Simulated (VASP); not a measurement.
# BaTiO3 (Pm-3m) in VASP: further runs, part 2 of 2

VASP 6.6.1. Earlier steps stand in the parts before.

## 3. Relaxation of cell and atoms, PBEsol

This run uses another cell than the first one, of 12.64 Å³/atom, 0.983 times its volume.

The input, INCAR:

```
SYSTEM = BaTiO3
ALGO = Normal ; EDIFF = 1E-7
EDIFFG = -0.005 ; ENCUT = 600
GGA = PS ; IBRION = 2
ISIF = 3 ; ISMEAR = 0
LASPH = .True. ; LCHARG = .False.
LREAL = .False. ; LWAVE = .False.
NELM = 80 ; NSW = 90
PREC = Accurate ; SIGMA = 0.03
```

The input, KPOINTS:

```
k-points
0
Gamma
  8 8 8
  0 0 0
```

The input, POSCAR:

```
BaTiO3                                  
1.0
    3.9830828737     -0.0000000000     -0.0000000000
   -0.0000000000      3.9830828737     -0.0000000000
   -0.0000000000      0.0000000000      3.9830828737
  Ba              Ti              O             
     1     1     3
Direct
     0.5000000000000000    0.5000000000000000    0.5000000000000000
     0.0000000000000000    0.0000000000000000    0.0000000000000000
     0.5000000000000000    0.0000000000000000    0.0000000000000000
     0.0000000000000000    0.5000000000000000    0.0000000000000000
     0.0000000000000000    0.0000000000000000    0.5000000000000000
```

Potentials or basis: VASP PAW PBE potentials, release 64 (Ba_sv, Ti_sv, O).

The run is started by

```sh
cat potpaw_PBE.64/Ba_sv/POTCAR potpaw_PBE.64/Ti_sv/POTCAR potpaw_PBE.64/O/POTCAR > POTCAR
mpirun -np 1 vasp_std > vasp.out
```

OUTCAR:

```text
SYSTEM = BaTiO3
   EDIFF = 1E-7
   EDIFFG = -0.005
   ENCUT = 600
   GGA = PS
   IBRION = 2
   ISIF = 3
   ISMEAR = 0
   LASPH = .True.
   LREAL = .False.
   NELM = 80
   NSW = 90
   PREC = Accurate

 ion  position               nearest neighbor table
   1  0.500  0.500  0.500-   3 2.82   4 2.82   5 2.82   3 2.82   4 2.82   3 2.82   5 2.82   3 2.82
                             4 2.82   5 2.82   4 2.82   5 2.82   2 3.45   2 3.45   2 3.45   2 3.45
   2  0.000  0.000  0.000-   3 1.99   4 1.99   5 1.99   5 1.99   4 1.99   3 1.99   1 3.45   1 3.45
                             1 3.45   1 3.45   1 3.45   1 3.45   1 3.45   1 3.45
   3  0.500  0.000  0.000-   2 1.99   2 1.99   1 2.82   1 2.82   1 2.82   1 2.82
   4  0.000  0.500  0.000-   2 1.99   2 1.99   1 2.82   1 2.82   1 2.82   1 2.82
   5  0.000  0.000  0.500-   2 1.99   2 1.99   1 2.82   1 2.82   1 2.82   1 2.82

  LATTYP: Found a simple cubic cell.
 ALAT       =     3.9830828737

  Lattice vectors:

 A1 = (   3.9830828737,   0.0000000000,   0.0000000000)
 A2 = (   0.0000000000,   3.9830828737,   0.0000000000)
 A3 = (   0.0000000000,   0.0000000000,   3.9830828737)

Analysis of symmetry for initial positions (statically):
=====================================================================
 Subroutine PRICEL returns:
 Original cell was already a primitive cell.

 Routine SETGRP: Setting up the symmetry group for a
 simple cubic supercell.

 Subroutine GETGRP returns: Found 48 space group operations
 (whereof 48 operations were pure point group operations)
 out of a pool of 48 trial point group operations.

The static configuration has the point symmetry O_h .

Analysis of symmetry for dynamics (positions and initial velocities):
=====================================================================
 Subroutine PRICEL returns:
 Original cell was already a primitive cell.

 Routine SETGRP: Setting up the symmetry group for a
 simple cubic supercell.

 Subroutine GETGRP returns: Found 48 space group operations
 (whereof 48 operations were pure point group operations)
 out of a pool of 48 trial point group operations.

The dynamic configuration has the point symmetry O_h .
[... 131 lines left out ...]
   LHFCALC =     F    Hartree Fock is set to
   AEXX    =    0.0000 exact exchange contribution
   IVDW    =     0    specifies the selected vdW correction
   LEPSILON=     F    determine dielectric tensor
   LRPA    =     F    only Hartree local field effects (RPA)
 conjugate gradient relaxation of ions
 non-spin polarized calculation
 Gauss-broadening in eV      SIGMA  =   0.03
  energy-cutoff  :      600.00
  volume of cell :       63.19
 maximum number of plane-waves:      2176
 NGX is ok and might be reduce to    32
   NGX = 15   NGY = 15   NGZ = 15

 number of electron      39.9999986 magnetization

 Free energy of the ion-electron system (eV)
  ---------------------------------------------------
  ext. energy  EPLUGINS =         0.00000000
  ---------------------------------------------------
  free energy    TOTEN  =       -41.98730920 eV

  energy without entropy =      -41.98730920  energy(sigma->0) =      -41.98730920

 E-fermi :   4.1219     XC(G=0): -11.5946

 val. band max:        3.8025988463   @ k =   0.5000   0.5000   0.5000
 cond. band min:       5.5298054536   @ k =   0.0000   0.0000   0.0000
 fundamental gap:      1.7272066073
 Fermi energy:         4.1219275076

 k-point     1 :       0.0000    0.0000    0.0000
  band No.  band energies     occupation
      1     -52.5058      2.00000
      2     -28.8384      2.00000
      3     -28.8384      2.00000
      4     -28.8384      2.00000
      5     -20.9228      2.00000
      6     -13.0460      2.00000
[... 637 lines left out ...]
     23       7.7154      0.00000
     24       9.1600      0.00000

 [... further k-points ...]

------------------------ aborting loop because EDIFF is reached ----------------------------------------

  FORCE on cell =-STRESS in cart. coord.  units (eV):
  Direction    XX          YY          ZZ          XY          YZ          ZX
  --------------------------------------------------------------------------------------
  -------------------------------------------------------------------------------------
  Total        0.0119376      0.0119376      0.0119376     -0.0000000     -0.0000000      0.0000000
  in kB        0.3026696      0.3026696      0.3026696     -0.0000000     -0.0000000      0.0000000
  external PRESSURE =       0.3026696 kB  Pullay stress =       0.0000000 kB

 VOLUME and BASIS-vectors are now :
 -----------------------------------------------------------------------------
  energy-cutoff  :      600.00
  volume of cell :       63.19
      direct lattice vectors                 reciprocal lattice vectors
     3.983082874  0.000000000  0.000000000     0.251061811  0.000000000  0.000000000
     0.000000000  3.983082874  0.000000000     0.000000000  0.251061811  0.000000000
     0.000000000  0.000000000  3.983082874     0.000000000  0.000000000  0.251061811

 POSITION                                       TOTAL-FORCE (eV/Angst)
 -----------------------------------------------------------------------------------
      1.99154      1.99154      1.99154         0.000000      0.000000      0.000000
      0.00000      0.00000      0.00000         0.000000      0.000000      0.000000
      1.99154      0.00000      0.00000         0.000000      0.000000      0.000000
      0.00000      1.99154      0.00000         0.000000      0.000000      0.000000
      0.00000      0.00000      1.99154         0.000000      0.000000      0.000000
 -----------------------------------------------------------------------------------
    total drift:                                0.000000      0.000000     -0.000000

  FREE ENERGIE OF THE ION-ELECTRON SYSTEM (eV)
  ---------------------------------------------------
  free  energy   TOTEN  =       -41.9873091998 eV

  energy  without entropy=      -41.9873091998  energy(sigma->0) =      -41.98730920

 reached required accuracy - stopping structural energy minimisation
```

It took 28 s on 1 thread of Intel Xeon Platinum 8559C (Emerald Rapids), shared host; peak memory 0.22 GiB.

What came out:

| Quantity | Value |
| --- | --- |
| Free energy | -41.9873 eV |
| Pressure after relaxing | 0.0 GPa |
| Band gap on the k mesh | 1.73 eV, indirect (least direct gap 1.86 eV) |

Final structure:
```xyz
5
Lattice="3.9831 0.0000 0.0000 0.0000 3.9831 0.0000 0.0000 0.0000 3.9831" Properties=species:S:1:pos:R:3 pbc="T T T"
Ba    1.9915    1.9915    1.9915
Ti    0.0000    0.0000    0.0000
O     1.9915    0.0000    0.0000
O     0.0000    1.9915    0.0000
O     0.0000    0.0000    1.9915
```

Caveat: the relaxation stopped at its first step, so nothing moved; the PAW data sets were made with another functional, which shifts forces and pressure a little; spin-orbit coupling is left out, which moves the levels of the heavy elements. A k mesh can miss the band edges.

## 4. Relaxation of cell and atoms, PBEsol

The input, INCAR:

```
  PREC = Accurate
  ENCUT = 600
  EDIFF = 1E-6
  ISMEAR = 0
  SIGMA = 0.03
  LREAL = False
  LASPH = True
  NELM = 80
  ALGO = Normal
  ISIF = 3
  LWAVE = False
  LCHARG = False
  GGA = PS
  IBRION = 2
  NSW = 90
  EDIFFG = -0.01
  KPAR = 2
```

The input, KPOINTS:

```
Automatic mesh
0
Gamma
  8 8 8
```

The input, POSCAR:

```
BaTiO3
1.0
    4.0060000000      0.0000000000      0.0000000000
    0.0000000000      4.0060000000      0.0000000000
    0.0000000000      0.0000000000      4.0060000000
Ba Ti O
1 1 3
Direct
    0.5000000000      0.5000000000      0.5000000000
    0.0000000000      0.0000000000      0.0000000000
    0.5000000000      0.0000000000      0.0000000000
    0.0000000000      0.5000000000      0.0000000000
    0.0000000000      0.0000000000      0.5000000000
```

The run is started by

```sh
cat potpaw_PBE.64/Ba_sv/POTCAR potpaw_PBE.64/Ti_sv/POTCAR potpaw_PBE.64/O/POTCAR > POTCAR
mpirun -np 2 vasp_std > vasp.out
```

It took 41 s on 2 MPI ranks of AMD EPYC 9R45 (Zen 5), shared host; peak memory 0.21 GiB.

The run converged. Its results:

| Property | Result |
| --- | --- |
| Free energy | -41.9894 eV |
| Relaxed volume | 12.64 Å³/atom |
| Relaxed cell | a = 3.983 Å, b = 3.983 Å, c = 3.983 Å, α = 90.00°, β = 90.00°, γ = 90.00° |
| Space group after relaxing (to 0.05 Å) | Pm-3m (No. 221) |
| Energy gained by relaxing | 2.1 meV/atom |
| Ionic steps | 3 |
| Pressure after relaxing | 0.0 GPa |
| Band gap on the k mesh | 1.73 eV, indirect (least direct gap 1.86 eV) |

The path:
```csv
step,energy change (eV),largest force (eV/Å),pressure (GPa),volume (Å³)
1,0.0000,0.0000,-2.93,64.29
2,0.0001,0.0000,3.16,62.12
3,-0.0103,0.0000,0.00,63.19
```

Final structure:
```
Ba Ti O
1.0
     3.98308    0.00000    0.00000
     0.00000    3.98308    0.00000
     0.00000    0.00000    3.98308
Ba Ti O
1 1 3
Direct
  0.50000 0.50000 0.50000
  0.00000 0.00000 0.00000
  0.50000 0.00000 0.00000
  0.00000 0.50000 0.00000
  0.00000 0.00000 0.50000
```

Levels at points of the mesh, in eV from the valence-band top:
```csv
k point,band 17,band 18,band 19,band 20,band 21,band 22,band 23,band 24
"(0.00, 0.00, 0.00)",-1.13,-0.13,-0.13,-0.13,1.73,1.73,1.73,4.04
"(0.50, 0.00, 0.00)",-1.87,-1.87,-0.72,-0.72,1.90,3.56,3.56,4.05
"(0.50, 0.50, 0.00)",-1.74,-0.87,-0.87,-0.09,3.57,3.57,3.99,4.91
"(0.50, 0.50, 0.50)",-2.41,0.00,0.00,0.00,4.26,4.26,4.26,6.70
```

Caveat: the PAW data sets were made with another functional, which shifts forces and pressure a little; spin-orbit coupling is left out, which moves the levels of the heavy elements. A k mesh can miss the band edges.

## 5. Relaxation of cell and atoms, PBEsol

This run uses another cell than the first one, of 12.64 Å³/atom, 0.983 times its volume.

INCAR: that of step 4 with these lines changed.

```diff
@@ -2,3 +2,3 @@
   ENCUT = 600
-  EDIFF = 1E-6
+  EDIFF = 1E-7
   ISMEAR = 0
@@ -15,3 +15,3 @@
   NSW = 90
-  EDIFFG = -0.01
+  EDIFFG = -0.005
   KPAR = 2
```

KPOINTS is that of step 4.

The input, POSCAR:

```
BaTiO3                                  
1.0
    3.9830828737     -0.0000000000      0.0000000000
   -0.0000000000      3.9830828737     -0.0000000000
    0.0000000000      0.0000000000      3.9830828737
  Ba              Ti              O             
     1     1     3
Direct
     0.5000000000000000    0.5000000000000000    0.5000000000000000
     0.0000000000000000    0.0000000000000000    0.0000000000000000
     0.5000000000000000    0.0000000000000000    0.0000000000000000
     0.0000000000000000    0.5000000000000000    0.0000000000000000
     0.0000000000000000    0.0000000000000000    0.5000000000000000
```

The run is started by

```sh
cat potpaw_PBE.64/Ba_sv/POTCAR potpaw_PBE.64/Ti_sv/POTCAR potpaw_PBE.64/O/POTCAR > POTCAR
mpirun -np 2 vasp_std > vasp.out
```

Run time: 21 s. Hardware: 2 MPI ranks of AMD EPYC 9R45 (Zen 5), shared host; peak memory 0.19 GiB.

It converged, with:

```
Free energy             : -41.9873 eV
Pressure after relaxing : 0.0 GPa
Band gap on the k mesh  : 1.73 eV, indirect (least direct gap 1.86 eV)
```

Final structure:
```cif
data_structure
_symmetry_space_group_name_H-M 'P 1'
_symmetry_Int_Tables_number 1
_cell_length_a 3.9831
_cell_length_b 3.9831
_cell_length_c 3.9831
_cell_angle_alpha 90.000
_cell_angle_beta 90.000
_cell_angle_gamma 90.000
_cell_volume 63.19
loop_
_atom_site_label
_atom_site_type_symbol
_atom_site_fract_x
_atom_site_fract_y
_atom_site_fract_z
_atom_site_occupancy
Ba1 Ba 0.50000 0.50000 0.50000 1
Ti1 Ti 0.00000 0.00000 0.00000 1
O1 O 0.50000 0.00000 0.00000 1
O2 O 0.00000 0.50000 0.00000 1
O3 O 0.00000 0.00000 0.50000 1
```

Levels at points of the mesh, in eV from the valence-band top:
```
           k point  band 17  band 18  band 19  band 20  band 21  band 22  band 23  band 24
(0.00, 0.00, 0.00)    -1.13    -0.13    -0.13    -0.13     1.73     1.73     1.73     4.04
(0.50, 0.00, 0.00)    -1.87    -1.87    -0.72    -0.72     1.90     3.56     3.56     4.05
(0.50, 0.50, 0.00)    -1.74    -0.87    -0.87    -0.09     3.57     3.57     3.99     4.90
(0.50, 0.50, 0.50)    -2.41     0.00     0.00     0.00     4.26     4.26     4.26     6.70
```

Caveat: the relaxation stopped at its first step, so nothing moved; the PAW data sets were made with another functional, which shifts forces and pressure a little; spin-orbit coupling is left out, which moves the levels of the heavy elements. A k mesh can miss the band edges.
